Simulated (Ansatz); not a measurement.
# BaTiO3 (P1) in Ansatz: band structure with PBEsol

Aim: the band structure of BaTiO3 with PBEsol.

Program: Ansatz 0.2.0. These are calculated values, not measurements. Logs are shortened: lines on timing, memory, paths and dates and some standing lists are left out, and cuts for length are marked.

### 1 The crystal as given

The typed cell holds 10 atoms: a = 4.007 Å, b = 4.007 Å, c = 8.015 Å, α = 90.00°, β = 90.00°, γ = 90.00°.

### 2 Band structure, PBEsol

input.yaml reads:

```yaml
crystal:
  lattice:
    - [4.0073, 0.0, 0.0]
    - [0.0, 4.0073, 0.0]
    - [0.0, 0.0, 8.0146]
  atoms:
    - { symbol: Ba, position: [0.57741183, 0.59500232, 0.23992172] }
    - { symbol: Ba, position: [0.51332394, 0.4560751, 0.76364779] }
    - { symbol: Ti, position: [0.03541446, 0.99821346, 0.01323765] }
    - { symbol: Ti, position: [0.94998822, 0.97116865, 0.51852723] }
    - { symbol: O, position: [0.56907321, 0.92562621, 0.97977337] }
    - { symbol: O, position: [0.42932898, 0.96655177, 0.50052582] }
    - { symbol: O, position: [0.96890201, 0.59557335, 0.98414811] }
    - { symbol: O, position: [0.95413175, 0.46285961, 0.52367077] }
    - { symbol: O, position: [0.96184641, 0.01024514, 0.22399392] }
    - { symbol: O, position: [0.04057919, 0.0186844, 0.75255361] }
hamiltonian:
  xc: pbesol
  pseudopotentials: { kind: paw }
kpoints:
  mp_grid: { grid: [7, 7, 4] }
  band_path:
    path:
      - [[0.0, 0.0, 0.0], [0.0, 0.5, 0.0], [0.5, 0.5, 0.0], [0.0, 0.0, 0.0], [0.0, 0.0, 0.5], [0.0, 0.5, 0.5], [0.5, 0.5, 0.5], [0.0, 0.0, 0.5]]
      - [[0.0, 0.5, 0.0], [0.0, 0.5, 0.5]]
      - [[0.5, 0.5, 0.0], [0.5, 0.5, 0.5]]
    npoints: 10
scf:
  occupations: { method: fermi_dirac, width: 0.05 }
  n_extra_bands: 25
output:
  forces: true
  stress: true
  eigenvalues: true
  fatbands: false
```

Potentials or basis: Ansatz PAW.

Command:

```console
> ansatz run input.yaml --threads 4 --pin off --max-ram 11264MiB --backend cpu --events-out ev --progress --plain --runs-dir out
```

What it wrote:

```text
Warning: RAYON_NUM_THREADS=4 ignored (pool sized by the plan → 4); use --threads N
scf.n_extra_bands = 25 over 40 filled bands (N_el = 80.0): the run solves 65 bands
Engine: ansatz 0.2.0, aarch64-unknown-linux-gnu
Pseudopotentials: kind: paw
Pseudopotential: Ba, paw, valence charge 10, recommended cutoff 420 eV (normal), Ba.paw.azcp
Pseudopotential: Ti, paw, valence charge 12, recommended cutoff 420 eV (normal), Ti.paw.azcp
Pseudopotential: O, paw, valence charge 6, recommended cutoff 420 eV (normal), O.paw.azcp
Functional definition: PBEsol
  exchange = pbesol_x
  correlation = pbesol_c
Crystal: 10 atoms, lattice volume = 128.702 Å³
Basis set: ecut = 420 eV, 2475 PW (Γ), exchange–correlation on 54×54×108 points (8 copies of the dense FFT grid, shifted against one another)
Bands: 65, of which v1, the nominal top of the filled ones, is band 40 counted from 1 (39 counted from 0)
Symmetry: 1 space group operations
Space group: P1 (ITA 1), of the structure as read, at distance tolerance 5.0e-5 Å
k-points: 99 of 196 (time reversal used)
Non-local potential: Ba, projectors of the file, l = 0: 3, l = 1: 2, l = 2: 2, l = 3: 2
Non-local potential: Ti, projectors of the file, l = 0: 3, l = 1: 2, l = 2: 3, l = 3: 1
Non-local potential: O, projectors of the file, l = 0: 2, l = 1: 2, l = 2: 1
PAW form: soft (Blöchl's): semilocal exchange-correlation on the pseudo side does not see the compensation charge
PAW frozen core: Ba, regenerated for the run's functional, and the local potential with it (the file was generated under x = pbe(κ = 0.804, μ = 0.2195149727645171), c = pbe(β = 0.06672455060314922))
PAW frozen core: Ti, regenerated for the run's functional, and the local potential with it (the file was generated under x = pbe(κ = 0.804, μ = 0.2195149727645171), c = pbe(β = 0.06672455060314922))
PAW frozen core: O, regenerated for the run's functional, and the local potential with it (the file was generated under x = pbe(κ = 0.804, μ = 0.2195149727645171), c = pbe(β = 0.06672455060314922))
PAW one-centre angular grid: Ba, 194 points (default); XC on 64 Gauss nodes
PAW one-centre angular grid: Ti, 590 points (default); XC on 64 Gauss nodes
PAW one-centre angular grid: O, 110 points (default); XC on 64 Gauss nodes
Initial density: superposition of atomic densities (neutral atoms: chi_scale 0, normalization atom), corrected by the library's trained network
Initial wavefunctions: pseudopotential atomic-orbital guess
Functional: x = pbesol(κ = 0.804, μ = 0.12345679012345678), c = pbesol(β = 0.046)
SCF iter   1: F=—  HF=-20050.639764 eV  |F-HF|=—  |Δ(HF+E_count)|=         —  Δρ=1.53e-2  dr2=2.54e-1  ethr=1.77e-3  ⟨swp⟩=6.0  Hψ=29612  notcnv=0  defer=933
preconditioner: auto → Resta (q_TF=auto, 2.520 Å⁻¹)  ε∞=4.1  [insulator: Δε(μ)=1.495 eV  Ē_g=14.849 eV  σ=0.050 eV  W_gap=1.00  n_scr=38 (ndim 8)  ℏωp=26.2 eV  f_vac=0.002  D(μ)=0.00/eV (n_scr^D=0)  ε∞_Penn≈4.1]
SCF iter   2: F=—  HF=-20050.589407 eV  |F-HF|=—  |Δ(HF+E_count)|=   5.04e-2  Δρ=5.64e-3  dr2=4.20e-2  ethr=3.17e-4  ⟨swp⟩=3.0  Hψ=10707  notcnv=0  defer=1746
SCF iter   3: F=—  HF=-20050.582170 eV  |F-HF|=—  |Δ(HF+E_count)|=   7.24e-3  Δρ=1.10e-3  dr2=1.78e-3  ethr=5.25e-5  ⟨swp⟩=2.0  Hψ=6963  notcnv=0  defer=1746
SCF iter   4: F=—  HF=-20050.581936 eV  |F-HF|=—  |Δ(HF+E_count)|=   2.35e-4  Δρ=2.17e-4  dr2=7.24e-5  ethr=2.22e-6  ⟨swp⟩=2.0  Hψ=8550  notcnv=0  defer=1746
SCF iter   5: F=—  HF=-20050.581848 eV  |F-HF|=—  |Δ(HF+E_count)|=   8.78e-5  Δρ=5.75e-5  dr2=8.77e-6  ethr=9.05e-8  ⟨swp⟩=2.0  Hψ=7680  notcnv=0  defer=1746
SCF iter   6: F=—  HF=-20050.581847 eV  |F-HF|=—  |Δ(HF+E_count)|=   6.66e-7  Δρ=1.69e-5  dr2=5.52e-7  ethr=1.10e-8  ⟨swp⟩=2.2  Hψ=8474  notcnv=0  defer=1746
SCF iter   7: F=-20050.581847 eV  HF=-20050.581847 eV  |F-HF|=1.19e-8  |Δ(HF+E_count)|=   7.39e-8  Δρ=3.54e-6  dr2=1.79e-8  ethr=1.25e-10  ⟨swp⟩=17.2  Hψ=41493  notcnv=0
SCF 1 converged in 7 iterations: F = -20050.581847 eV  dr2 = 1.79e-8
NSCF: frozen V_eff on 93 k-points
SCF converged after 7 iterations
Free energy (F): -20050.581847 eV
Harris-Foulkes:  -20050.581847 eV  (|F-HF|=1.19e-8)
Internal energy: -20050.581847 eV  (E = F + TS)
E sigma→0 (E₀):  -20050.581847 eV
Entropy (-TS):   -0.000000 eV (-0.000 meV/atom)
Fermi energy:    11.386019 eV
--- Per-component energies (eV) ---
  E_band       = -287.910529
  E_kinetic    = 1952.043645
  E_local      = -4512.567427  (includes V_loc(G=0)·N_el)
  E_nonlocal   = 418.906056
  E_hartree    = 1783.911249
  E_xc         = -975.333997
  E_vxc        = -1089.943744  (∫ρ·V_xc dr)
  E_paw        = -13237.215977  (= ΣΔE_a)
  E_vpaw       = -624.188809  (= ΣTr[D̂ρ^β])
  E_aug_tail   = 0.014888  (compensation charges beyond the density's cutoff)
  E_ewald      = -5481.133648
  E_core_change = 0.793362  (= ΣΔE_core)
  E_smearing   = -0.000000  (= −TS)
  E_closure    = -0.000000  (closes the sum)
  Σ components = -20050.581847   (vs F -20050.581847, Δ=0.00e0)
--- Forces (eV/Å), atoms counted from 1 ---
  atom   1  Ba    -2.61414947    -3.13329813     0.79880604
  atom   2  Ba    -0.65125309     0.54758166    -0.66551268
  atom   3  Ti     1.18232310     2.40624421    -4.27607638
  atom   4  Ti     2.08962410     0.93583372     2.45795373
  atom   5  O     -4.25460015     3.86230152     0.33406383
  atom   6  O      1.49943685    -0.04874338    -0.55674965
  atom   7  O      2.85142444    -6.98394695     0.57439432
  atom   8  O     -0.40952059     0.96720686    -1.32707395
  atom   9  O      1.54180711     1.73716068     4.29658675
  atom  10  O     -1.23510551    -0.29036431    -1.63635608
  max |Σ_I F_I| component: 3.59e-5 eV/Å
--- Stress (GPa, compression-positive) ---
        8.233640       1.255997      -3.392016
        1.255996      13.851622      -1.085997
       -3.392019      -1.086001      13.833881
  P = ⅓ Tr σ = 11.9730 GPa (119.730 kbar)
--- Band table (eV; the first three rows and the last of 99) ---
  k-point 0: bands = ["-46.1504", "-45.3639", "-22.5609", "-22.4762", "-22.4649", "-22.1847", "-22.0138", "-21.6996", "-14.7256", "-14.0363", "-7.1513", "-6.8318", "-6.4052", "-5.8710", "-5.6203", "-5.5417", "0.0072", "0.1023", "0.3082", "0.6722", "0.7946", "1.1132", "5.9799", "6.3342", "6.7281", "7.2610", "7.5478", "7.7441", "7.7964", "8.0048", "8.1385", "8.4414", "8.6712", "8.8490", "9.2343", "9.2747", "9.5887", "9.7141", "9.9933", "10.6286", "12.0979", "12.3718", "12.4402", "13.2867", "14.0386", "14.1761", "14.3013", "14.5234", "15.2495", "15.4106", "15.9757", "16.0652", "17.0631", "17.5168", "17.7818", "18.0721", "18.9626", "19.0611", "19.1933", "19.8609", "20.0876", "20.7315", "20.8819", "20.9818", "21.3879"]
  k-point 1: bands = ["-46.1504", "-45.3639", "-22.5603", "-22.4762", "-22.4649", "-22.1848", "-22.0145", "-21.6996", "-14.7223", "-14.0407", "-7.1187", "-6.7865", "-6.4704", "-5.8684", "-5.6278", "-5.5646", "-0.0089", "0.1725", "0.3093", "0.6723", "0.7935", "1.0659", "6.1473", "6.3509", "6.7325", "7.2151", "7.5026", "7.7188", "7.7939", "7.9719", "8.1936", "8.4027", "8.5554", "8.9001", "9.2075", "9.3314", "9.5767", "9.6719", "9.8732", "10.6231", "12.1010", "12.4651", "12.5351", "13.2796", "13.9453", "14.1358", "14.2052", "14.7659", "15.2647", "15.5174", "15.9770", "16.1448", "16.9723", "17.2718", "17.7217", "18.4015", "18.9465", "19.0699", "19.2618", "19.8427", "20.0228", "20.5297", "20.8190", "21.0654", "21.2981"]
  k-point 2: bands = ["-46.1504", "-45.3639", "-22.5597", "-22.4762", "-22.4649", "-22.1848", "-22.0152", "-21.6996", "-14.7191", "-14.0452", "-7.0843", "-6.7035", "-6.5745", "-5.8657", "-5.6375", "-5.5858", "-0.0154", "0.2365", "0.3126", "0.6735", "0.7924", "1.0117", "6.3083", "6.4628", "6.7346", "7.0595", "7.4469", "7.6860", "7.8529", "7.9169", "8.1830", "8.4150", "8.4774", "9.0659", "9.1297", "9.3334", "9.4965", "9.5990", "9.8277", "10.6156", "12.1048", "12.5577", "12.6894", "13.2591", "13.8082", "14.0202", "14.1978", "15.0136", "15.2801", "15.6478", "15.9769", "16.2290", "16.7788", "17.0183", "18.0105", "18.5595", "18.9386", "19.0736", "19.3000", "19.6455", "19.8720", "20.3247", "20.9230", "21.1346", "21.2283"]
  k-point 98: bands = ["-46.1494", "-45.3627", "-22.5574", "-22.5230", "-22.4723", "-22.1927", "-22.0123", "-21.7464", "-14.6068", "-13.9146", "-7.1594", "-6.6852", "-6.2846", "-5.7904", "-5.6002", "-5.4874", "-0.1962", "0.0309", "0.2699", "0.7094", "0.8538", "0.9264", "5.9527", "6.1714", "6.2940", "6.5285", "6.7803", "7.0036", "7.3024", "7.5184", "7.7362", "7.8565", "8.0932", "8.3189", "8.8035", "9.1763", "9.3925", "9.5304", "10.0936", "10.2435", "12.7395", "13.5750", "13.6982", "13.7935", "14.2354", "14.4685", "14.9470", "15.8876", "16.4419", "17.0166", "17.4173", "17.7319", "18.0206", "18.2899", "18.7784", "18.8408", "19.3175", "19.5648", "19.9062", "20.1028", "20.4000", "20.7400", "20.8437", "21.0409", "21.2176"]
```

Wall time 37 s (4 threads of Arm Neoverse V2, shared host); peak memory 0.91 GiB.

What came out:

```yaml
Free_energy: -20050.5818 eV
Pressure: 12.0 GPa
Largest_force: 7.565 eV/Å
Band_gap_on_the_k_mesh: 1.47 eV, direct
Band_gap_along_the_path: 1.46 eV, indirect (least direct gap 1.47 eV)
```

Forces in eV/Å, atoms in the order of the input:
```
Ba  -2.614 -3.133  0.799
Ba  -0.651  0.548 -0.666
Ti   1.182  2.406 -4.276
Ti   2.090  0.936  2.458
O   -4.255  3.862  0.334
O    1.499 -0.049 -0.557
O    2.851 -6.984  0.574
O   -0.410  0.967 -1.327
O    1.542  1.737  4.297
O   -1.235 -0.290 -1.636
```

Levels at the corners of the path, in eV from the valence-band top:
| point | band 37 | band 38 | band 39 | band 40 | band 41 | band 42 | band 43 | band 44 |
| --- | --- | --- | --- | --- | --- | --- | --- | --- |
| Γ | -1.05 | -0.93 | -0.65 | -0.01 | 1.46 | 1.73 | 1.80 | 2.64 |
| X | -1.22 | -1.02 | -0.58 | -0.43 | 1.95 | 3.05 | 3.10 | 3.32 |
| M | -0.55 | -0.40 | -0.30 | 0.00 | 2.98 | 3.13 | 3.47 | 3.68 |
| Γ | -1.05 | -0.93 | -0.65 | -0.01 | 1.46 | 1.73 | 1.80 | 2.64 |
| Z | -1.15 | -1.04 | -0.81 | -0.03 | 1.46 | 1.92 | 2.05 | 2.62 |
| R | -1.37 | -1.11 | -0.67 | -0.37 | 2.17 | 3.02 | 3.08 | 3.20 |
| A | -0.73 | -0.56 | -0.30 | -0.01 | 3.04 | 3.20 | 3.51 | 3.61 |
| Z | -1.15 | -1.04 | -0.81 | -0.03 | 1.46 | 1.92 | 2.05 | 2.62 |
| X | -1.22 | -1.02 | -0.58 | -0.43 | 1.95 | 3.05 | 3.10 | 3.32 |
| R | -1.37 | -1.11 | -0.67 | -0.37 | 2.17 | 3.02 | 3.08 | 3.20 |
| M | -0.55 | -0.40 | -0.30 | 0.00 | 2.98 | 3.13 | 3.47 | 3.68 |
| A | -0.73 | -0.56 | -0.30 | -0.01 | 3.04 | 3.20 | 3.51 | 3.61 |

Caveat: the pressure holds a Pulay correction of +0.6 GPa for the finite cutoff; spin-orbit coupling is left out, which moves the levels of the heavy elements; the PAW data sets come from PBE, with cores solved anew for the run's functional, which leaves a small shift of forces and pressure; forces of over 1 eV/Å show positions far from the minimum, so gaps and moduli don't describe the material at rest.
